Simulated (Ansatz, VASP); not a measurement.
# BN in VASP and in Ansatz

INCAR

```
PREC = Accurate
ENCUT = 600
EDIFF = 1E-6
ISMEAR = 0
SIGMA = 0.01
LREAL = False
LASPH = True
NELM = 80
ALGO = Normal
ISIF = 3
LWAVE = False
LCHARG = False
METAGGA = R2SCAN
LMIXTAU = True
IBRION = 2
NSW = 80
EDIFFG = -0.005
```

Contents of KPOINTS:

```
Automatic mesh
0
Gamma
  12 12 4
```

POSCAR

```
BN
1.0
    2.4982400000      0.0000000000      0.0000000000
   -1.2491200000      2.1635393048      0.0000000000
    0.0000000000      0.0000000000      6.6357000000
B N
2 2
Direct
    0.3333333333      0.6666666667      0.2500000000
    0.6666666667      0.3333333333      0.7500000000
    0.3333333333      0.6666666667      0.7500000000
    0.6666666667      0.3333333333      0.2500000000
```

Input for Ansatz:

```yaml
crystal:
  lattice:
    - [2.49824, 0.0, 0.0]
    - [-1.24912, 2.1635393048, 0.0]
    - [0.0, 0.0, 6.6357]
  atoms:
    - { symbol: B, position: [0.3333333333, 0.6666666667, 0.25] }
    - { symbol: B, position: [0.6666666667, 0.3333333333, 0.75] }
    - { symbol: "N", position: [0.3333333333, 0.6666666667, 0.75] }
    - { symbol: "N", position: [0.6666666667, 0.3333333333, 0.25] }
scf:
  occupations: { method: fixed }
output:
  forces: true
  stress: true
  eigenvalues: true
kpoints:
  mp_grid: { grid: [12, 12, 4] }
hamiltonian:
  xc: r2scan
relax:
  f_tol: 0.005
  cell: { stress_tol: 0.05 }
```

Alike in both runs: task relaxation of cell and atoms; functional r2SCAN; k mesh 12 × 12 × 4; no spin polarisation.

```csv
,VASP,Ansatz
version,VASP 6.6.1,Ansatz 0.2.0
potentials or method,"VASP PAW PBE potentials, release 64 (B, N)","scalar-relativistic, plane waves, PAW"
plane-wave cutoff (eV),600,500
occupations,"gaussian, width 0.01 eV",fixed
valence electrons in the cell,16,16
```

```tsv
	VASP	Ansatz	Ansatz less VASP
gap on the k mesh at the Fermi level, each at its own relaxed structure (eV)	4.92	4.89	-0.029
relaxed volume (Å³/atom)	9.28	9.31	+0.030
relaxed cell length with the largest relative difference (Å)	6.841	6.872	+0.0308
energy change over the relaxation (meV/atom)	-1	-1	-0.1
```

Caveats: the PAW data sets were made with another functional, which shifts forces and pressure a little (VASP). A k mesh can miss the band edges. Zero-point motion and thermal expansion aren't in these numbers.
